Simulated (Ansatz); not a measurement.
**How well the gap of PbI2 (P-3m1) can be computed**

The study climbs from cheap functionals to G0W0 on PbI2 (P-3m1) and then asks what each convergence step is worth.

Program: Ansatz 0.2.0. Level of theory: density functionals, hybrids, G0W0, plane waves, PAW. Results are calculated unless marked as measured.

## (1) Starting point

Symmetry: P-3m1, No. 164, trigonal system. Conventional cell: a = 4.555 Å, b = 4.555 Å, c = 6.977 Å, α = 90.00°, β = 90.00°, γ = 120.00°. Nearest to Pb lie 6 I at 3.21 Å. I has 3 Pb at 3.21 Å nearest. Farther neighbours and most contacts between anions are not listed.

The cell and positions come from the Crystallography Open Database and are kept as given unless a step says otherwise. Spin-orbit coupling is left out unless a step names it. The default PAW set here is soft_2. Its files were made with PBE.

## (2) PBE bands

The cheap functional maps the bands first; the places of the edges decide which points the dearer methods must see.

This step: DFT, PBE, plane waves, PAW.

Input file input.yaml:

```yaml
crystal:
  lattice:
    - [4.555, 0.0, 0.0]
    - [-2.2775, 3.9447457142, 0.0]
    - [0.0, 0.0, 6.977]
  atoms:
    - { symbol: Pb, position: [0.0, 0.0, 0.0] }
    - { symbol: I, position: [0.3333333333, 0.6666666667, 0.265] }
    - { symbol: I, position: [0.6666666667, 0.3333333333, 0.735] }
kpoints:
  mp_grid: { grid: [6, 6, 4] }
  band_path:
    path:
      - [[0.0, 0.0, 0.0], [0.5, 0.0, 0.0], [0.33333333, 0.33333333, 0.0], [0.0, 0.0, 0.0], [0.0, 0.0, 0.5], [0.5, 0.0, 0.5], [0.33333333, 0.33333333, 0.5], [0.0, 0.0, 0.5]]
      - [[0.5, 0.0, 0.5], [0.5, 0.0, 0.0]]
      - [[0.33333333, 0.33333333, 0.5], [0.33333333, 0.33333333, 0.0]]
    npoints: 10
hamiltonian:
  xc: pbe
scf:
  occupations: { method: fermi_dirac, width: 0.02 }
  n_extra_bands: 5
output:
  eigenvalues: true
  write_density: true
  write_potential: true
  elf: true
  volumetric_format: npy
```

Launch:

```bash
ansatz run input.yaml --threads 3 --pin off --max-ram 92160MiB --backend cuda --events-out ev --progress --plain --runs-dir out --devices 1 --max-vram 13GiB  # rebuilt from the run's record
```

Numbers of over 12 decimals in the logs are rounded to 6 here.

Log:

```text
scf.n_extra_bands = 5 over 24 filled bands (N_el = 48.0): the run solves 29 bands
GPUs: using 1 of 1 available (devices: 1).
Engine: ansatz 0.2.0, x86_64-unknown-linux-gnu
Pseudopotentials: kind: paw
Pseudopotential: Pb, paw, valence charge 14, recommended cutoff 420 eV (normal), Pb.paw.azcp
Pseudopotential: I, paw, valence charge 17, recommended cutoff 420 eV (normal), I.paw.azcp
Functional definition: PBE
  parameter kappa = 0.804
  parameter beta = 0.066725
  exchange = pbe_x(kappa = kappa, mu = beta*pi^2/3)
  correlation = pbe_c(beta = beta)
device memory: the entry about to start is reckoned to put 1.5 GiB on a device that reports 38.8 GiB free (of which the cap on the GPU budget leaves the run 13.0 GiB)
GPU FFT provider: cuFFT
GPU libraries: cuBLAS 13.8.2, cuFFT 12.4.0, cuSOLVER 12.3.4
Crystal: 3 atoms, lattice volume = 125.365 Å³
Basis set: ecut = 420 eV, 2453 PW (Γ)
Bands: 29, of which v1, the nominal top of the filled ones, is band 24 counted from 1 (23 counted from 0)
Symmetry: 12 space group operations
Space group: P-3m1 (ITA 164), of the structure as read, at distance tolerance 5.0e-5 Å
k-points: 24 of 144
Non-local potential: Pb, projectors of the file, l = 0: 2, l = 1: 2, l = 2: 2, l = 3: 2
Non-local potential: I, projectors of the file, l = 0: 2, l = 1: 2, l = 2: 2, l = 3: 2
PAW form: soft (Blöchl's): semilocal exchange-correlation on the pseudo side does not see the compensation charge
PAW one-centre angular grid: Pb, 590 points (default); XC on 64 Gauss nodes
PAW one-centre angular grid: I, 590 points (default); XC on 64 Gauss nodes
Initial density: superposition of atomic densities (neutral atoms: chi_scale 0, normalization atom), corrected by the library's trained network
Initial wavefunctions: pseudopotential atomic-orbital guess
GPU buffer pool allocated for 49152 grid points (all kernels)
GPU transforms: local potential and band sums: pruned to the plane-wave sphere, on 30×32×48
Functional: x = pbe(κ = 0.804, μ = 0.219515), c = pbe(β = 0.066725)
SCF iter   1: F=—  HF=-26934.181357 eV  |F-HF|=—  |Δ(HF+E_count)|=         —  Δρ=6.03e-4  dr2=3.00e-4  ethr=1.77e-3  ⟨swp⟩=9.4  Hψ=3799  notcnv=0
preconditioner: auto → Resta (q_TF=auto, 2.325 Å⁻¹)  ε∞=2.7  [insulator: Δε(μ)=2.218 eV  Ē_g=13.441 eV  σ=0.020 eV  W_gap=1.00  n_scr=22 (ndim 8)  ℏωp=17.5 eV  f_vac=0.121  D(μ)=0.00/eV (n_scr^D=0)  ε∞_Penn≈2.7]
SCF iter   2: F=—  HF=-26934.181013 eV  |F-HF|=—  |Δ(HF+E_count)|=   3.44e-4  Δρ=3.77e-4  dr2=1.76e-4  ethr=6.25e-7  ⟨swp⟩=3.0  Hψ=1872  notcnv=0  defer=23
SCF iter   3: F=—  HF=-26934.181143 eV  |F-HF|=—  |Δ(HF+E_count)|=   1.29e-4  Δρ=2.30e-4  dr2=4.22e-5  ethr=3.66e-7  ⟨swp⟩=3.0  Hψ=1248  notcnv=0  defer=23
SCF iter   4: F=—  HF=-26934.181348 eV  |F-HF|=—  |Δ(HF+E_count)|=   2.05e-4  Δρ=5.60e-5  dr2=3.05e-6  ethr=8.79e-8  ⟨swp⟩=2.0  Hψ=1312  notcnv=0  defer=23
SCF iter   5: F=—  HF=-26934.181350 eV  |F-HF|=—  |Δ(HF+E_count)|=   2.19e-6  Δρ=3.28e-5  dr2=1.42e-6  ethr=6.35e-9  ⟨swp⟩=3.0  Hψ=1244  notcnv=0  defer=23
SCF iter   6: F=—  HF=-26934.181350 eV  |F-HF|=—  |Δ(HF+E_count)|=   3.17e-7  Δρ=1.04e-5  dr2=1.02e-7  ethr=2.96e-9  ⟨swp⟩=2.0  Hψ=1248  notcnv=0  defer=23
SCF iter   7: F=-26934.181350 eV  HF=-26934.181350 eV  |F-HF|=8.73e-11  |Δ(HF+E_count)|=   3.74e-8  Δρ=1.08e-6  dr2=1.55e-9  ethr=2.08e-10  ⟨swp⟩=7.9  Hψ=2146  notcnv=0
SCF 1 converged in 7 iterations: F = -26934.181350 eV  dr2 = 1.55e-9
[...]
device memory: the entry about to start is reckoned to put 1.6 GiB on a device that reports 41.8 GiB free (of which the cap on the GPU budget leaves the run 13.0 GiB)
NSCF: frozen V_eff on 93 k-points
SCF converged after 7 iterations
Free energy (F): -26934.181350 eV
Harris-Foulkes:  -26934.181350 eV  (|F-HF|=8.73e-11)
Internal energy: -26934.181350 eV  (E = F + TS)
E sigma→0 (E₀):  -26934.181350 eV
Fermi energy:    6.271632 eV
--- Per-component energies (eV) ---
  E_band       = -870.791516
  E_kinetic    = 664.331155
  E_local      = -5494.362159  (includes V_loc(G=0)·N_el)
  E_nonlocal   = 168.040645
  E_hartree    = 2671.608632
  E_xc         = -477.278430
  E_vxc        = -389.779150  (∫ρ·V_xc dr)
  E_paw        = -20034.835838  (= ΣΔE_a)
  E_vpaw       = -1162.239163  (= ΣTr[D̂ρ^β])
  E_aug_tail   = 0.000029  (compensation charges beyond the density's cutoff)
  E_ewald      = -4431.685384
  E_smearing   = -0.000000  (= −TS)
  E_closure    = 0.000000  (closes the sum)
  Σ components = -26934.181350   (vs F -26934.181350, Δ=0.00e0)
--- Band table (eV; the first three rows and the last of 24) ---
  k-point 0: bands = [... 20 lower, 4.1314, 4.2225, 4.2225, 4.4456, 7.6208, 8.5174, 8.5174, 11.5697, ... 1 higher]
  k-point 1: bands = [... 20 lower, 4.0422, 4.3332, 4.3332, 4.8959, 7.5014, 8.4220, 8.4220, 11.6840, ... 1 higher]
  k-point 2: bands = [... 20 lower, 3.9965, 4.4008, 4.4008, 5.1626, 7.3783, 8.3307, 8.3307, 11.5786, ... 1 higher]
  k-point 23: bands = [... 20 lower, 2.4819, 4.3862, 4.3862, 5.0775, 8.5341, 8.5341, 9.3304, 12.2156, ... 1 higher]
```

The job ended after 11 s (1 × NVIDIA H100 80GB HBM3 (shared by 6 runs) with 3 threads of AMD EPYC 7R13 (Zen 3), shared host; peak memory 0.97 GiB; 12 s of CPU time).

In the SCF lines HF is the Harris–Foulkes energy and dr2 the Hartree energy of the density residual, in eV; the loop may stop once dr2 is under the threshold and the program's other checks hold. Hψ counts applications of the Hamiltonian.

This step gave:

| Quantity | Value |
| --- | --- |
| filled bands | 24 |
| gap | 2.216 eV |
| valence top at | A |
| conduction bottom at | A |
| least direct gap | 2.216 eV |

The gap is direct, at (0.000, 0.000, 0.500).

The electronic bands at the labelled points (eV, zero at the top of the highest nominally filled band):

```
    point  band 21  band 22  band 23  band 24  band 25  band 26  band 27  band 28
        Γ    -1.03    -0.94    -0.94    -0.72     2.46     3.35     3.35     6.41
  halfway    -1.72    -0.77    -0.73    -0.23     2.83     3.63     3.74     5.84
        M    -2.10    -1.58    -0.79    -0.38     2.87     3.70     4.75     5.07
  halfway    -2.31    -1.51    -1.31    -0.51     3.60     3.96     4.69     5.55
        K    -2.33    -1.63    -1.63    -0.70     4.31     4.31     4.59     6.41
  halfway    -1.39    -1.32    -0.74    -0.27     3.33     3.52     3.85     6.13
        Γ    -1.03    -0.94    -0.94    -0.72     2.46     3.35     3.35     6.41
  halfway    -1.12    -0.83    -0.83    -0.27     2.34     3.26     3.26     6.52
        A    -1.17    -0.76    -0.76     0.00     2.22     3.17     3.17     6.42
  halfway    -1.56    -1.36    -0.98    -0.44     3.15     3.77     4.02     6.07
        L    -1.74    -1.35    -1.15    -0.67     3.24     3.74     4.16     5.80
  halfway    -2.21    -0.93    -0.85    -0.39     3.37     3.68     3.97     6.35
        H    -2.68    -0.78    -0.78    -0.09     3.37     3.37     4.17     7.05
  halfway    -1.78    -1.19    -1.08    -0.22     3.17     3.88     4.05     6.16
        A    -1.17    -0.76    -0.76     0.00     2.22     3.17     3.17     6.42
jump to L    -1.74    -1.35    -1.15    -0.67     3.24     3.74     4.16     5.80
  halfway    -2.01    -1.14    -0.95    -0.74     3.10     3.92     4.17     5.42
        M    -2.10    -1.58    -0.79    -0.38     2.87     3.70     4.75     5.07
jump to H    -2.68    -0.78    -0.78    -0.09     3.37     3.37     4.17     7.05
  halfway    -2.53    -1.17    -1.17    -0.38     3.83     3.83     4.38     6.64
        K    -2.33    -1.63    -1.63    -0.70     4.31     4.31     4.59     6.41
```

Electrostatic potential energy in the ac plane at fractional y = 0.000, with atoms of Pb within 0.2 Å of it. With pseudopotentials it is smooth inside the atoms' cores, unlike the true potential.

Ten even steps from '0' (-33 eV) to '9' (11 eV), each cell a mean:
```
20058999997301
00378999998510
24689999998863
88899999999988
99999988999999
99999988899999
99999999999999
99999999999999
99999999999999
99999999999999
99999999999999
99999999999999
99999999999999
99999999999999
99999988999999
99999988899999
88999999999988
56889999999876
01478999998630
10168999998400
31058999987202
```
Columns run along a (4.6 Å; values clipped at the 3rd and 97th percentile), rows up along c (7.0 Å). Atoms in or near the plane, at fractional coordinates: Pb at (0.00, 0.00).

Valence density in the ac plane at fractional y = 0.000, with atoms of Pb within 0.2 Å of it. It is the smooth field of the valence electrons, not physical close to the nuclei.

Values in units of 1e0 e/Å³, 21 rows by 14 columns, each cell a mean:
```
7.3 4.8 1.9 0.5 0.2 0.1 0.1 0.1 0.1 0.1 0.2 0.9 2.9 5.9
3.3 2.3 1.0 0.3 0.1 0.1 0.1 0.1 0.1 0.1 0.2 0.5 1.4 2.8
1.0 0.7 0.4 0.2 0.1 0.1 0.1 0.1 0.1 0.1 0.1 0.2 0.5 0.8
0.2 0.2 0.1 0.1 0.1 0.2 0.2 0.2 0.2 0.1 0.1 0.1 0.2 0.2
0.1 0.1 0.1 0.1 0.1 0.2 0.2 0.2 0.2 0.1 0.1 0.1 0.1 0.1
0.0 0.0 0.0 0.1 0.1 0.2 0.2 0.3 0.2 0.1 0.1 0.1 0.0 0.0
0.0 0.0 0.0 0.1 0.1 0.1 0.2 0.2 0.2 0.1 0.1 0.0 0.0 0.0
0.0 0.0 0.0 0.0 0.1 0.1 0.1 0.1 0.1 0.1 0.1 0.0 0.0 0.0
0.0 0.0 0.0 0.0 0.0 0.1 0.1 0.1 0.1 0.0 0.0 0.0 0.0 0.0
0.0 0.0 0.0 0.0 0.0 0.0 0.0 0.0 0.0 0.0 0.0 0.0 0.0 0.0
0.0 0.0 0.0 0.0 0.0 0.0 0.0 0.0 0.0 0.0 0.0 0.0 0.0 0.0
0.0 0.0 0.0 0.0 0.0 0.0 0.1 0.1 0.1 0.0 0.0 0.0 0.0 0.0
0.0 0.0 0.0 0.0 0.1 0.1 0.1 0.1 0.1 0.1 0.0 0.0 0.0 0.0
0.0 0.0 0.0 0.0 0.1 0.1 0.2 0.2 0.2 0.1 0.1 0.0 0.0 0.0
0.0 0.0 0.0 0.1 0.1 0.2 0.2 0.2 0.2 0.1 0.1 0.0 0.0 0.0
0.1 0.1 0.1 0.1 0.1 0.2 0.2 0.3 0.2 0.2 0.1 0.1 0.1 0.1
0.1 0.1 0.1 0.1 0.1 0.2 0.2 0.2 0.2 0.1 0.1 0.1 0.1 0.1
0.5 0.4 0.2 0.1 0.1 0.1 0.1 0.2 0.1 0.1 0.1 0.2 0.3 0.4
2.2 1.5 0.7 0.3 0.1 0.1 0.1 0.1 0.1 0.1 0.2 0.4 1.0 1.8
5.7 3.8 1.5 0.4 0.2 0.1 0.1 0.1 0.1 0.1 0.2 0.7 2.3 4.7
9.2 5.8 2.3 0.6 0.2 0.1 0.0 0.0 0.1 0.1 0.3 1.0 3.5 7.3
```
Columns run along a (4.6 Å), rows up along c (7.0 Å). Atoms in or near the plane, at fractional coordinates: Pb at (0.00, 0.00).

## (3) LDA

A second semilocal functional shows how much of the gap hangs on that choice alone.

This step: DFT, LDA, plane waves, PAW.

Input file input.yaml:

```yaml
crystal:
  lattice:
    - [4.555, 0.0, 0.0]
    - [-2.2775, 3.9447457142, 0.0]
    - [0.0, 0.0, 6.977]
  atoms:
    - { symbol: Pb, position: [0.0, 0.0, 0.0] }
    - { symbol: I, position: [0.3333333333, 0.6666666667, 0.265] }
    - { symbol: I, position: [0.6666666667, 0.3333333333, 0.735] }
kpoints:
  mp_grid: { grid: [6, 6, 4] }
  band_path:
    path:
      - [0.0, 0.0, 0.0]
      - [0.5, 0.0, 0.0]
      - [0.33333333, 0.33333333, 0.0]
      - [0.0, 0.0, 0.5]
      - [0.5, 0.0, 0.5]
      - [0.33333333, 0.33333333, 0.5]
    npoints: 1
hamiltonian:
  xc: lda
scf:
  occupations: { method: fixed }
  n_extra_bands: 5
output:
  eigenvalues: true
```

Log:

```text
[...]
GPUs: using 1 of 1 available (devices: 1).
[...]
GPU FFT provider: cuFFT
GPU libraries: cuBLAS 13.8.2, cuFFT 12.4.0, cuSOLVER 12.3.4
Crystal: 3 atoms, lattice volume = 125.365 Å³
Basis set: ecut = 420 eV, 2453 PW (Γ)
Bands: 29, of which v1, the nominal top of the filled ones, is band 24 counted from 1 (23 counted from 0)
Symmetry: 12 space group operations
[...]
k-points: 24 of 144
[...]
--- Band table (eV; the first three rows and the last of 24) ---
  k-point 0: bands = [... 20 lower, 3.8356, 3.9361, 3.9361, 4.1455, 7.1524, 8.1046, 8.1046, 10.9781, ... 1 higher]
  k-point 1: bands = [... 20 lower, 3.7465, 4.0482, 4.0482, 4.5715, 7.0176, 8.0077, 8.0077, 11.1320, ... 1 higher]
  k-point 2: bands = [... 20 lower, 3.7001, 4.1183, 4.1183, 4.8412, 6.8772, 7.9147, 7.9147, 11.0923, ... 1 higher]
  k-point 23: bands = [... 20 lower, 2.1423, 4.0980, 4.0980, 4.7585, 8.0892, 8.0892, 8.9169, 11.6826, ... 1 higher]
[key lines of the parts left out:]
SCF converged after 6 iterations
Free energy (F): -26315.806818 eV
Fermi energy:    4.841165 eV
```

Elapsed: 4.9 s, on 1 × NVIDIA H100 80GB HBM3 (shared by 6 runs) with 3 threads; peak memory 0.95 GiB.

This step gave:

```
gap                  : 2.036 eV
valence top at       : A
conduction bottom at : A
least direct gap     : 2.036 eV
```

The gap stands −0.18 eV against PBE.

## (4) PBE+SOC

The many-body steps leave out spin-orbit coupling, so its effect is taken from a two-component run, with twice the bands.

This step: DFT, PBE with spin-orbit coupling, plane waves, PAW.

input.yaml, as its differences from that of step 3:

```diff
@@ -21,7 +21,14 @@
 hamiltonian:
-  xc: lda
+  xc: pbe
 scf:
   occupations: { method: fixed }
-  n_extra_bands: 5
+  n_extra_bands: 10
+magnetization:
+  noncollinear: true
+  spin_orbit: true
 output:
   eigenvalues: true
+  write_density: true
+  write_potential: true
+  elf: true
+  volumetric_format: npy
```

Log:

```text
[...]
GPUs: using 1 of 1 available (devices: 1).
[...]
non-collinear run that drives no moment, with spin-orbit: no starting moment large enough to seed its density (crystal.atoms[].spin), no starting occupations that ask for one, no magnetisation constraint and no magnetic field, so the semilocal B_xc is pinned to zero
[...]
GPU FFT provider: cuFFT
[...]
k-point 0: bands = [... 44 lower, 4.5162, 4.5162, 4.7038, 4.7038, 6.9232, 6.9232, 8.3978, 8.3978, ... 6 higher]
  k-point 1: bands = [... 44 lower, 4.6388, 4.6388, 5.0728, 5.0728, 6.8357, 6.8357, 8.2894, 8.2894, ... 6 higher]
  k-point 2: bands = [... 44 lower, 4.7037, 4.7037, 5.3107, 5.3107, 6.7422, 6.7422, 8.1851, 8.1851, ... 6 higher]
  k-point 23: bands = [... 44 lower, 4.4210, 4.4210, 5.1603, 5.1603, 7.8845, 7.8845, 8.8325, 8.8325, ... 6 higher]
[key lines of the parts left out:]
SCF converged after 8 iterations
Magnetization: |M| = 0.0000 μB,  M = (+0.0000, +0.0000, +0.0000) μB
Free energy (F): -26978.756608 eV
Fermi energy:    5.310734 eV
```

It took 6.4 s on 1 × NVIDIA H100 80GB HBM3 (shared by 6 runs) with 3 threads; peak memory 1.1 GiB; 11 s of CPU time.

This step gave:

```yaml
gap: 1.432 eV
valence_top_at: A
conduction_bottom_at: A
least_direct_gap: 1.432 eV
```

The gap stands −0.78 eV against PBE.

## (5) HSE06

The screened hybrid is the usual rung above semilocal functionals: a quarter of exact exchange, cut off beyond a few ångström.

This step: DFT, HSE06, plane waves, PAW.

input.yaml, as its differences from that of step 4:

```diff
@@ -10,3 +10,3 @@
 kpoints:
-  mp_grid: { grid: [6, 6, 4] }
+  mp_grid: { grid: [6, 6, 2] }
   band_path:
@@ -21,14 +21,7 @@
 hamiltonian:
-  xc: pbe
+  xc: hse06
 scf:
   occupations: { method: fixed }
-  n_extra_bands: 10
-magnetization:
-  noncollinear: true
-  spin_orbit: true
+  n_extra_bands: 5
 output:
   eigenvalues: true
-  write_density: true
-  write_potential: true
-  elf: true
-  volumetric_format: npy
```

Log:

```text
[...]
GPUs: using 1 of 1 available (devices: 1).
[...]
davidson cushion auto → on  (no smearing: the cushion is to keep the highest requested band from converging to the state above it; pin scf.eigensolver.cushion to override)
[...]
GPU FFT provider: cuFFT
GPU libraries: cuBLAS 13.8.2, cuFFT 12.4.0, cuSOLVER 12.3.4
Crystal: 3 atoms, lattice volume = 125.365 Å³
Basis set: ecut = 420 eV, 2453 PW (Γ)
[...]
Fermi energy:    4.665567 eV
[...]
--- Band table (eV; the first three rows and the last of 14) ---
  k-point 0: bands = [... 20 lower, 3.4620, 3.5404, 3.5404, 3.8094, 7.8138, 8.7406, 8.7406, 11.8942, ... 1 higher]
  k-point 1: bands = [... 20 lower, 3.3070, 3.7304, 3.7304, 4.6656, 7.5830, 8.5390, 8.5390, 11.8891, ... 1 higher]
  k-point 2: bands = [... 20 lower, 2.9768, 3.7495, 3.8741, 4.3979, 8.1939, 8.6497, 8.9179, 11.8361, ... 1 higher]
  k-point 13: bands = [... 20 lower, 1.6805, 3.7201, 3.7201, 4.5648, 8.7711, 8.7711, 9.6222, 12.5297, ... 1 higher]
[key lines of the parts left out:]
Free energy (F): -26947.231812 eV
```

Elapsed: 28 s, on 1 × NVIDIA H100 80GB HBM3 (shared by 6 runs) with 3 threads; peak memory 1.5 GiB.

This step gave:

```
gap                  : 2.917 eV
valence top at       : A
conduction bottom at : A
least direct gap     : 2.917 eV
```

The gap stands +0.70 eV against PBE.

## (6) PBE0

PBE0 differs from HSE06 by long-range exchange, so the pair shows what that tail is worth.

This step: DFT, PBE0, plane waves, PAW.

input.yaml, as its differences from that of step 5:

```diff
@@ -21,3 +21,3 @@
 hamiltonian:
-  xc: hse06
+  xc: pbe0
 scf:
```

Log:

```text
[...]
GPUs: using 1 of 1 available (devices: 1).
[...]
GPU FFT provider: cuFFT
GPU libraries: cuBLAS 13.8.2, cuFFT 12.4.0, cuSOLVER 12.3.4
Crystal: 3 atoms, lattice volume = 125.365 Å³
Basis set: ecut = 420 eV, 2453 PW (Γ)
Bands: 29, of which v1, the nominal top of the filled ones, is band 24 counted from 1 (23 counted from 0)
Symmetry: 12 space group operations
[...]
k-points: 14 of 72
[...]
Fermi energy:    4.336151 eV
[...]
--- Band table (eV; the first three rows and the last of 14) ---
  k-point 0: bands = [... 20 lower, 3.0994, 3.1863, 3.1863, 3.4440, 8.1307, 9.0770, 9.0770, 12.2239, ... 1 higher]
  k-point 1: bands = [... 20 lower, 2.9327, 3.3812, 3.3812, 4.3362, 7.8915, 8.8661, 8.8661, 12.2289, ... 1 higher]
  k-point 2: bands = [... 20 lower, 2.5985, 3.3959, 3.5158, 4.0576, 8.5151, 8.9823, 9.2570, 12.1769, ... 1 higher]
  k-point 13: bands = [... 20 lower, 1.2697, 3.3627, 3.3627, 4.2237, 9.1056, 9.1056, 9.9733, 12.8838, ... 1 higher]
[key lines of the parts left out:]
Free energy (F): -26942.404137 eV
```

It took 25 s on 1 × NVIDIA H100 80GB HBM3 (shared by 6 runs) with 3 threads; peak memory 1.5 GiB; 35 s of CPU time.

Numbers from this step:

- gap: 3.555 eV
- valence top at: A
- conduction bottom at: k = (0.000, 0.000, -0.500)
- least direct gap: 3.555 eV

The gap stands +1.34 eV against PBE.

[end of part 1 of 3]

[Paths, hosts, dates, memory and timing lines, banners, echoed tables and standing remarks are left out of the program output.]

[Logs are printed without paths, hosts, clocks, repeated set-up lines and the standing remarks that a program may print on its own settings, such as how far it seeks lower states.]

[Runs of the session that timed out or met a known fault of the program may be left out.]

[Cells called generated may have been cut or substituted from an entry of the Crystallography Open Database or the Materials Project.]

[Hosts, paths, dates, database ids (printed as entryN), source tags and the programs' standing remarks are cut or masked in the printed files.]
